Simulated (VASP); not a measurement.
**VASP 6.6.1 run: MgO**

INCAR

```
NELM = 87
LASPH = .TRUE.
PREC = Accurate
LWAVE = .FALSE.
EDIFFG = -5E-3
EDIFF = 1E-7
LREAL = .FALSE.
PSTRESS = 20
IBRION = 2
LCHARG = .FALSE.
ISPIN = 2
ISIF = 3
SIGMA = 0.02
NSW = 40
GGA = CA
MAGMOM = 2 -2
ISMEAR = -1
ENCUT = 600
NBANDS = 11
```

KPOINTS

```
KPOINTS created by Atomic Simulation Environment
0
Gamma
8 8 8
0 0 0
```

POSCAR

```
Mg O
 1.0000000000000000
     0.0000000000000000    2.3060412378642976    2.3060412378642976
     2.3060412378642976    0.0000000000000000    2.3060412378642976
     2.3060412378642976    2.3060412378642976    0.0000000000000000
 Mg  O
   1   1
Cartesian
  0.0000000000000000  0.0000000000000000 -0.0000000000000000
  1.1530206189321488  1.1530206189321488  1.1530206189321488
```

The recommended LDA PAW datasets give the neutral cell 8 valence electrons.

Command

```
mpirun -np 1 vasp_std
```

Predict the outcome of this run.

It converged. Results: relaxed cell vector lengths 3.170, 3.170, 3.170 Å; relaxed cell volume 22.53 Å³; magnetic moment of the cell 0.00 μB.

OSZICAR

```
N       E                     dE             d eps       ncg     rms          rms(c)
DAV:   1     0.181358823219E+02    0.18136E+02   -0.46880E+03  1364   0.702E+02
DAV:   2    -0.130175633167E+02   -0.31153E+02   -0.30241E+02  1448   0.142E+02
DAV:   3    -0.139252899826E+02   -0.90773E+00   -0.90668E+00  1590   0.219E+01
DAV:   4    -0.139280988732E+02   -0.28089E-02   -0.28088E-02  1399   0.139E+00
DAV:   5    -0.139281104965E+02   -0.11623E-04   -0.11623E-04  1523   0.850E-02    0.124E+01
DAV:   6    -0.131009438822E+02    0.82717E+00   -0.15420E+01  1432   0.179E+01    0.300E+00
DAV:   7    -0.130587183799E+02    0.42226E-01   -0.18728E-01  1381   0.303E+00    0.150E+00
DAV:   8    -0.130195303236E+02    0.39188E-01   -0.59775E-02  1369   0.230E+00    0.824E-01
DAV:   9    -0.130248197465E+02   -0.52894E-02   -0.27631E-03  1387   0.344E-01    0.152E-01
DAV:  10    -0.130247422876E+02    0.77459E-04   -0.45897E-04  1474   0.171E-01    0.608E-02
...
   2 F= -.12776873E+02 E0= -.12776873E+02  d E =-.582514E-01  mag=     0.0000
       N       E                     dE             d eps       ncg     rms          rms(c)
DAV:   1    -0.131315310463E+02   -0.82354E-01   -0.11612E+00  1408   0.822E+00    0.188E+00
DAV:   2    -0.130709307851E+02    0.60600E-01   -0.46588E-01  1402   0.377E+00    0.215E-01
DAV:   3    -0.130695280797E+02    0.14027E-02   -0.93208E-03  1342   0.729E-01    0.104E-01
DAV:   4    -0.130692135800E+02    0.31450E-03   -0.44284E-04  1372   0.168E-01    0.424E-02
DAV:   5    -0.130691904018E+02    0.23178E-04   -0.88894E-05  1420   0.556E-02    0.663E-03
DAV:   6    -0.130691903911E+02    0.10705E-07   -0.15248E-06  1366   0.777E-03    0.108E-03
DAV:   7    -0.130691903740E+02    0.17127E-07   -0.10714E-07   746   0.168E-03
   3 F= -.12787916E+02 E0= -.12787916E+02  d E =-.692946E-01  mag=     0.0000
```

Standard output (part)

```
POSCAR found type information on POSCAR MgO
 POSCAR found :  2 types and       2 ions
 LDA part: xc-table for (Slater(with rela. corr.)+CA(PZ))
 , standard interpolation
 POSCAR, INCAR and KPOINTS ok, starting setup
 WAVECAR not read
 entering main loop
 curvature:   0.00 expect dE= 0.000E+00 dE for cont linesearch  0.000E+00
 search vector abs. value=  0.183E+00
 bond charge predicted
 trial-energy change:   -0.058251  1 .order   -0.051680   -0.182547    0.079188
 bond charge predicted
 curvature:  -0.35 expect dE=-0.365E-07 dE for cont linesearch -0.365E-07
 search vector abs. value=  0.106E-06
 reached required accuracy - stopping structural energy minimisation
```

```
ionic step  ΔH (meV/atom)  volume (Å³)  largest force (eV/Å)  pressure (GPa)  electronic steps
         1            0.0        24.53                 0.000           -8.38                14
         2          -29.1        21.81                 0.000            7.06                 7
         3          -34.6        22.53                 0.000            2.01                 7
```

For comparison, a separate LDA relaxation on usual settings, not on those above, ends at 22.87 Å³.
